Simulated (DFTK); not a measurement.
# GaAs (F-43m) in DFTK: settings compared, part 2 of 2

DFTK 0.8.2. The steps go on from the part before.

### 4 Band structure, r2SCAN

run.jl

```julia
using DFTK
using PseudoPotentialData
using Unitful, UnitfulAtomic
using LinearAlgebra, Printf
include("save.jl")
disable_threading()

lines     = readlines("POSCAR")
lattice   = austrip(1u"Å") * parse(Float64, lines[2]) * hcat([parse.(Float64, split(l)) for l in lines[3:5]]...)
symbols   = vcat([fill(Symbol(s), parse(Int, n)) for (s, n) in zip(split(lines[6]), split(lines[7]))]...)
positions = [parse.(Float64, split(l)[1:3]) for l in lines[9:8+length(symbols)]]
pseudopotentials = Dict(:As => "As.upf", :Ga => "Ga.upf")
elements = Dict(s => ElementPsp(s, pseudopotentials; rcut=10.0) for s in unique(symbols))
atoms    = [elements[s] for s in symbols]

build_model(lattice, positions; symmetries=true) =
    model_DFT(lattice, atoms, positions;
              functionals=r2SCAN(),
              temperature=austrip(0.05u"eV"),
              smearing=Smearing.FermiDirac(),
              symmetries)
Ecut  = 45.0  # hartree
kgrid = [5, 5, 5]
tol   = 1e-6
to_GPa = ustrip(uconvert(u"GPa", 1u"hartree/bohr^3"))

model = build_model(lattice, positions)
basis = PlaneWaveBasis(model; Ecut, kgrid)
display(basis)
scfres = self_consistent_field(basis;
                               tol,
                               nbandsalg=AdaptiveBands(model; n_bands_converge=14))
display(scfres.energies)
@printf "Fermi level: %.6f eV\n" ustrip(auconvert(u"eV", something(scfres.εF, NaN)))
forces = compute_forces_cart(scfres)
println("Forces (eV/Å)")
for (s, f) in zip(symbols, forces)
    @printf "%-3s %12.6f %12.6f %12.6f\n" s ustrip.(auconvert.(u"eV/Å", f))...
end
stress = compute_stresses_cart(scfres)
println("Stress (GPa)")
display(round.(stress * to_GPa; digits=4))
println("Levels at the first k-point (eV): ", round.(ustrip.(auconvert.(u"eV", scfres.eigenvalues[1][1:scfres.n_bands_converge])); digits=4))
save_scf!(scfres; forces, stress)

points = Dict("G" => [0.0, 0.0, 0.0], "K" => [0.375, 0.375, 0.75], "L" => [0.5, 0.5, 0.5], "U" => [0.625, 0.25, 0.625], "W" => [0.5, 0.25, 0.75], "X" => [0.5, 0.0, 0.5])
segments = [("G", "X", 7), ("X", "W", 4), ("W", "K", 3), ("K", "G", 7), ("G", "L", 6), ("L", "U", 4), ("U", "W", 3), ("W", "L", 5), ("L", "K", 4), ("U", "X", 3)]
kcoords = vcat([[points[a] + t * (points[b] - points[a]) for t in range(0, 1, n)] for (a, b, n) in segments]...)
bands = compute_bands(scfres, ExplicitKpoints(kcoords); n_bands=16, tol=1e-5)
for (k, ε) in zip(bands.basis.kpoints, bands.eigenvalues)
    @printf "%d %8.4f %8.4f %8.4f " k.spin k.coordinate...
    println(join([@sprintf("%9.4f", e) for e in ustrip.(auconvert.(u"eV", ε .- scfres.εF))]))
end
results["band_energies"] = rows(bands.eigenvalues); results["band_kpoints"] = rows(kcoords)
```

POSCAR

```
GaAs
1.0
    0.0000000000      2.8268500000      2.8268500000
    2.8268500000      0.0000000000      2.8268500000
    2.8268500000      2.8268500000      0.0000000000
As Ga
1 1
Direct
    0.7500000000      0.7500000000      0.7500000000
    0.0000000000      0.0000000000      0.0000000000
```

Potentials or basis: SG15 1.2 (PBE).

On the command line:

```sh
julia --threads=1 run.jl  # save.jl only writes the numbers to a file and isn't shown; printed stress counts tension as positive; times include loading and compiling
```

Log:

```text
PlaneWaveBasis discretization:

    Ecut                 : 45.0 Ha
    fft_size             : (48, 48, 48), 110592 total points
    kgrid                : MonkhorstPack([5, 5, 5])
    num.   red. kpoints  : 125
    num. irred. kpoints  : 14

    Discretized Model(mgga_x_r2scan+mgga_c_r2scan, 3D):
        lattice (in Bohr)    : [0         , 5.34197   , 5.34197   ]
                               [5.34197   , 0         , 5.34197   ]
                               [5.34197   , 5.34197   , 0         ]
        unit cell volume     : 304.88 Bohr³

        atoms                : AsGa
        atom potentials      : ElementPsp(:As, "As.upf")
                               ElementPsp(:Ga, "Ga.upf")

        num. electrons       : 18
        spin polarization    : none
        temperature          : 0.0018375 Ha
        smearing             : DFTK.Smearing.FermiDirac()

        terms                : Kinetic()
                               AtomicLocal()
                               AtomicNonlocal()
                               Ewald(nothing)
                               PspCorrection()
                               Hartree()
                               Xc(mgga_x_r2scan, mgga_c_r2scan)
                               Entropy()
n     Energy            log10(ΔE)   log10(Δρ)   log10(Δτ)   Diag   Δtime
---   ---------------   ---------   ---------   ---------   ----   ------
  1   -71.40388556009                   -0.85        1.25    5.1    11.5s
  2   -71.41955279352       -1.81       -1.28       -0.18    2.0    6.87s
  3   -71.41986550325       -3.50       -1.68       -1.57    1.8    6.73s
┌ Warning: Exchange-correlation term: the kinetic energy density τ is smaller than the von Weizsäcker kinetic energy density τ_W somewhere. This can lead to unphysical results. This can be caused by pseudopotentials without a non-linear core correction for τ, a too small Ecut value or an unphysical initial guess for τ. This message is only logged once.
└ @ DFTK xc.jl:436
  4   -71.41991974514       -4.27       -2.48       -1.65    1.0    5.13s
  5   -71.41992479331       -5.30       -2.61       -2.11    2.4    6.83s
  6   -71.41992529100       -6.30       -2.91       -2.07    2.0    6.61s
  7   -71.41992565041       -6.44       -3.79       -2.60    1.0    4.95s
  8   -71.41992568719       -7.43       -4.15       -2.95    3.0    7.81s
  9   -71.41992568929       -8.68       -4.47       -4.09    1.1    4.96s
 10   -71.41992569015       -9.07       -5.68       -3.84    2.0    6.42s
 11   -71.41992569016      -11.21       -6.13       -5.63    3.0    7.37s
Energy breakdown (in Ha):
    Kinetic             62.3093558
    AtomicLocal         -64.5247204
    AtomicNonlocal      -40.9579871
    Ewald               -46.5050577
    PspCorrection       1.9070033
    Hartree             26.3681668
    Xc                  -10.0166845
    Entropy             -0.0000019

    total               -71.419925690156
Fermi level: 4.482527 eV
Forces (eV/Å)
As      0.000000    -0.000000    -0.000000
Ga      0.000000    -0.000000     0.000000
Stress (GPa)
3×3 StaticArraysCore.SMatrix{3, 3, Float64, 9} with indices SOneTo(3)×SOneTo(3):
 -0.2482   0.0      0.0
  0.0     -0.2482  -0.0
  0.0      0.0     -0.2482
Levels at the first k-point (eV): [-10.5093, -10.5093, -10.5093, -10.4112, -10.4112, -9.224, 4.158, 4.158, 4.158, 4.752, 8.0349, 8.0349, 8.0349, 12.1879]
1   0.0000   0.0000   0.0000  -14.9918 -14.9918 -14.9918 -14.8937 -14.8937 -13.7065  -0.3245  -0.3245  -0.3245   0.2694   3.5524   3.5524   3.5524   7.7054  10.4129  10.4129
1   0.0833   0.0000   0.0833  -15.0101 -14.9880 -14.9880 -14.8953 -14.8926 -13.5848  -1.6381  -0.6803  -0.6803   1.5392   3.2121   4.0528   4.0528   8.3095   9.0982  10.5327
1   0.1667   0.0000   0.1667  -15.0506 -14.9774 -14.9774 -14.9004 -14.8898 -13.2378  -3.1653  -1.4034  -1.4034   2.3229   2.9936   5.2036   5.2036   7.6656   9.8045  10.8913
1   0.2500   0.0000   0.2500  -15.0924 -14.9626 -14.9626 -14.9083 -14.8858 -12.7026  -4.6279  -2.1215  -2.1215   1.7989   3.1710   6.6171   6.6171   7.6204  11.4856  11.6075
1   0.3333   0.0000   0.3333  -15.1256 -14.9474 -14.9474 -14.9167 -14.8819 -12.0345  -5.9692  -2.6881  -2.6881   1.3998   2.5403   8.1241   8.1241   8.8544  12.3021  13.3093
1   0.4167   0.0000   0.4167  -15.1464 -14.9360 -14.9360 -14.9231 -14.8790 -11.3634  -7.0518  -3.0448  -3.0448   1.2563   1.8636   9.5761   9.5761  10.4011  13.2769  13.9155
[... 38 lines left out ...]
1   0.5625   0.1250   0.5625  -15.1502 -14.9379 -14.9339 -14.9203 -14.8801 -11.0198  -7.4745  -3.6931  -3.0527   1.5148   2.4435   9.3599   9.5928  10.5929  12.4297  13.5658
1   0.5000   0.0000   0.5000  -15.1535 -14.9318 -14.9318 -14.9255 -14.8779 -11.0316  -7.5224  -3.1662  -3.1662   1.3426   1.4846  10.3778  10.3778  11.3366  13.5121  13.8573
```

It took 3.8 min on 1 thread of Intel Xeon Platinum 8488C (Sapphire Rapids), shared host; peak memory 1.8 GiB.

What came out:

```yaml
Free_energy: -1943.4352 eV
Pressure: 0.2 GPa
Band_gap_on_the_k_mesh: 0.59 eV, direct
Band_gap_along_the_path: 0.59 eV, direct
```

Levels at the corners of the path, in eV from the valence-band top:
```csv
point,band 7,band 8,band 9,band 10,band 11,band 12
Γ,0.00,0.00,0.00,0.59,3.88,3.88
X,-7.20,-2.84,-2.84,1.67,1.81,10.70
W,-7.02,-3.69,-3.51,4.86,5.08,5.72
K,-7.01,-4.03,-2.40,2.15,4.93,8.37
Γ,0.00,0.00,0.00,0.59,3.88,3.88
L,-6.98,-1.23,-1.23,1.10,4.90,4.90
U,-7.01,-4.03,-2.40,2.15,4.93,8.37
W,-7.02,-3.69,-3.51,4.86,5.08,5.72
L,-6.98,-1.23,-1.23,1.10,4.90,4.90
K,-7.01,-4.03,-2.40,2.15,4.93,8.37
U,-7.01,-4.03,-2.40,2.15,4.93,8.37
X,-7.20,-2.84,-2.84,1.67,1.81,10.70
```

Caveat: the program warned that the kinetic-energy density falls under its von Weizsäcker bound, which can give unphysical results; the potentials were made for another functional, which shifts forces and pressure.

### 5 For comparison

An earlier run on the cell as given: functional PBE; potentials or basis dojo.nc.sr.pbe.v0_4_1.standard.upf (PBE); cutoff 1143 eV; k mesh 8 × 8 × 8; occupations fermi-dirac, width 0.05 eV; no spin polarisation.

* Pressure: 3.4 GPa
* Band gap on the k mesh: 0.52 eV, direct

### 6 Overview

| task | level | potentials or basis | k mesh | cutoff (eV) | valence electrons | gap on the mesh (eV) | pressure (GPa) |
| --- | --- | --- | --- | --- | --- | --- | --- |
| band structure | r2SCAN | in-house norm-conserving set (r2SCAN, scalar relativistic) | 5 × 5 × 5 | 1225 | As 15, Ga 13 | 1.02 | 0.6 |
| equation of state | PBEsol | cp2k.nc.sr.pbe.v0_1.largecore.gth (PBE, GTH, large core) | 8 × 8 × 8 | 544 | As 5, Ga 3 | - | - |
| band structure | r2SCAN | SG15 1.2 (PBE) | 5 × 5 × 5 | 1225 | As 5, Ga 13 | 0.59 | 0.2 |
| single point | PBE | dojo.nc.sr.pbe.v0_4_1.standard.upf (PBE) | 8 × 8 × 8 | 1143 | As 15, Ga 13 | 0.52 | 3.4 |

Alike in all rows: no spin polarisation; cell as given; smearing fermi-dirac 0.05 eV.

Caveats: the potentials were made for another functional, which shifts forces and pressure (some runs); GTH potentials come without recommended cutoffs, and this one wasn't checked for convergence (some runs); this set keeps more shells in the core, which shifts pressures and gaps (some runs); the program warned that the kinetic-energy density falls under its von Weizsäcker bound, which can give unphysical results (some runs).

Total energies depend on the potentials used, so only differences within one code and one set of settings carry meaning.

### 7 Against experiment

Step 2. A measured gap of GaAs is 1.418 eV (direct; 300 K; “Evidence of valence band perturbations in GaAsN/GaAs(001): A combined variable-angle spectroscopic ellipsometry and modulated photoreflectance investigation”, 2008, arxiv:0805.2212); the calculated 1.02 eV misses it by -0.40 eV. 3 values of this kind are on record (1.412 to 1.51 eV); this one was drawn at random among those near their median, those with a stated uncertainty first. Spin-orbit coupling on As, Ga is left out. The value is that of r2SCAN, without temperature or zero-point motion.

Step 4. Measured gap of GaAs: 1.412 eV (direct; 300 K; “Evidence of valence band perturbations in GaAsN/GaAs(001): A combined variable-angle spectroscopic ellipsometry and modulated photoreflectance investigation”, 2008, arxiv:0805.2212). This calculation gives 0.59 eV (-0.82 eV). 3 values of this kind are on record (1.412 to 1.51 eV); this one was drawn at random among those near their median, those with a stated uncertainty first. Spin-orbit coupling on As, Ga is left out. The value is that of r2SCAN, without temperature or zero-point motion.
